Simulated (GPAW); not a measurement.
Here is a GPAW 26.7.0 calculation.

Contents of run.py:

```python
import json
import numpy as np
from ase import Atoms
from ase.constraints import FixSymmetry
from ase.io import read, write
from ase.optimize import BFGS
from phonopy import Phonopy
from phonopy.structure.atoms import PhonopyAtoms
from gpaw import GPAW, PW, setup_paths

setup_paths.insert(0, '.')

atoms = read('Tl.xyz')

calc = GPAW(mode=PW(510),
            xc='PBEsol',
            kpts={'size': (9, 9, 5), 'gamma': True},
            occupations={'name': 'fermi-dirac', 'width': 0.05},
            nbands=23,
            convergence={'density': 1e-06, 'eigenstates': 1e-09},
            maxiter=150,
            txt='gpaw.txt')
atoms.calc = calc
atoms.set_constraint(FixSymmetry(atoms))
BFGS(atoms, trajectory='relax.traj', logfile='-').run(fmax=0.005, steps=40)
atoms.set_constraint()
energy = atoms.get_potential_energy()
forces = atoms.get_forces()
stress = atoms.get_stress()
calc.write('gs.gpw')
write('result.traj', atoms)
print('Cell:', atoms.cell.cellpar().round(4))
print(atoms.get_scaled_positions().round(5))

def force_constants(scale):
    unit = PhonopyAtoms(symbols=atoms.get_chemical_symbols(), cell=atoms.cell[:] * scale**(1 / 3),
                        scaled_positions=atoms.get_scaled_positions())
    ph = Phonopy(unit, supercell_matrix=np.diag([1, 1, 1]), primitive_matrix=np.eye(3), symprec=1e-4)
    ph.generate_displacements(distance=0.01)
    forces = []
    for i, sc in enumerate(ph.supercells_with_displacements):
        a = Atoms(sc.symbols, cell=sc.cell, scaled_positions=sc.scaled_positions, pbc=True)
        c = GPAW(mode=PW(510),
                 xc='PBEsol',
                 kpts={'size': (9, 9, 5), 'gamma': True},
                 occupations={'name': 'fermi-dirac', 'width': 0.05},
                 nbands=23,
                 convergence={'density': 1e-06, 'eigenstates': 1e-09},
                 maxiter=150,
                 txt=f'disp-{scale:.3f}-{i:02d}.txt')
        a.calc = c
        f = a.get_forces()
        forces.append(f - f.mean(axis=0))
        print(f'displacement {i}: drift', f.mean(axis=0).round(5), flush=True)
    ph.forces = forces
    ph.produce_force_constants()
    ph.symmetrize_force_constants()
    return ph

qpoints = [[0.0, 0.0, 0.0]]
results = {}
for scale in [1.0]:
    ph = force_constants(scale)
    ph.run_qpoints(qpoints)
    nu = ph.qpoints.frequencies * 33.35641  # THz to cm^-1
    results[f'{scale:.3f}'] = nu.tolist()
    for qp, f in zip(qpoints, nu):
        print(scale, np.round(qp, 4), f.round(2))
json.dump(results, open('phonons.json', 'w'))
```

Tl.xyz

```xyz
2
Lattice="3.4560000000 0.0000000000 0.0000000000 -1.7280000000 2.9929837955 0.0000000000 0.0000000000 0.0000000000 5.5250000000" Properties=species:S:1:pos:R:3 pbc="T T T"
Tl     1.7280000002      0.9976612651      4.1437500000
Tl    -0.0000000002      1.9953225304      1.3812500000
```

Potentials or basis: PAW data sets generated in the run's folder for this functional, pw.

Command:

```console
$ gpaw-setup -f PBEsol Tl
$ OMP_NUM_THREADS=1 python run.py
```

**Question.** What does it give for the highest phonon frequency at Γ?

**Answer.** 85 cm⁻¹.

**Question.** What does it give for the band gap on the k mesh?

**Answer.** None (metal or under the smearing width).

Stress tensor (GPa, compression positive):
```
-0.93  0.00  0.00
 0.00 -0.93  0.00
 0.00  0.00  0.37
```

Caveat: the cutoff is short for stress and forces, so pressures can be off by a GPa or more. The run has no spin-orbit coupling, so splittings on Tl are missing.
